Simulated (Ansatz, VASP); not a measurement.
**MgO: VASP beside Ansatz**

```
CELL_PARAMETERS angstrom
3.17142 0.00000 0.00000
-1.58571 2.74653 0.00000
0.00000 0.00000 10.79996
ATOMIC_POSITIONS crystal
Mg 0.33333 0.66667 0.96949
Mg 0.00000 0.00000 0.22082
Mg 0.00000 0.00000 0.72082
Mg 0.66667 0.33333 0.46949
O 0.33333 0.66667 0.78004
O 0.00000 0.00000 0.52964
O 0.00000 0.00000 0.02964
O 0.66667 0.33333 0.28004
```

Alike in both runs: task single point; functional PBE; k mesh 9 × 9 × 4; occupations gaussian, width 0.05 eV; no spin polarisation.

```csv
,VASP,Ansatz
version,VASP 6.6.1,Ansatz 0.2.0
potentials or method,"VASP PAW PBE potentials, release 64 (Mg, O)","scalar-relativistic, plane waves, PAW"
plane-wave cutoff (eV),520,520
valence electrons in the cell,32,64
```

```csv
,VASP,Ansatz,Ansatz less VASP
gap on the k mesh at the Fermi level (eV),3.69,3.71,+0.018
least direct gap on the mesh (eV),3.69,3.71,+0.018
pressure (GPa),5.5,5.9,+0.39
largest component of the traceless stress (GPa),9.67,9.54,-0.134
rms of the force components (eV/Å),0.288,0.284,-0.0040
```

Atom by atom the forces differ by 0.004 eV/Å (rms over components). The two sets of potentials don't hold the same shells in valence.

Caveats: an odd mesh through Γ misses points on the zone boundary, where band edges often lie.
